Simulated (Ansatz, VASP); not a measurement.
**One calculation of Ta2N, two programs**

```
CELL_PARAMETERS angstrom
5.29657 0.00000 0.00000
-2.64829 4.58697 0.00000
0.00000 0.00000 4.93918
ATOMIC_POSITIONS crystal
Ta 0.66636 0.66636 0.75362
Ta 0.00000 0.33364 0.75362
Ta 0.33364 0.00000 0.75362
Ta 0.33364 0.33364 0.24638
Ta 0.00000 0.66636 0.24638
Ta 0.66636 0.00000 0.24638
N 0.66667 0.33333 0.50000
N 0.33333 0.66667 0.50000
N 0.00000 0.00000 0.00000
```

Alike in both runs: task single point; functional PBE; k mesh 6 × 6 × 4; occupations gaussian, width 0.1 eV; collinear spin.

|  | VASP | Ansatz |
| --- | --- | --- |
| version | VASP 6.6.1 | Ansatz 0.2.0 |
| potentials or method | VASP PAW PBE potentials, release 64 (Ta_pv, N) | scalar-relativistic, plane waves, PAW |
| plane-wave cutoff (eV) | 520 | 420 |
| valence electrons in the cell | 81 | 93 |

|  | VASP | Ansatz | Ansatz less VASP |
| --- | --- | --- | --- |
| gap on the k mesh at the Fermi level (eV) | none | none | - |
| pressure (GPa) | 3.3 | 2.8 | -0.47 |
| largest component of the traceless stress (GPa) | 0.26 | 0.24 | -0.022 |
| rms of the force components (eV/Å) | 0.018 | 0.022 | +0.0039 |
| net moment per atom (μB) | 0.00 | 0.00 | 0.000 |

Atom by atom the forces differ by 0.007 eV/Å (rms over components). A gap of «none» marks a metal or a gap that the smearing closes. With one functional, cell and mesh, what is left measures potentials, basis and numerics. The two sets of potentials don't hold the same shells in valence. Ansatz warned: «seeded_moment_not_kept».

The runs have no spin-orbit coupling, so splittings on Ta are missing.
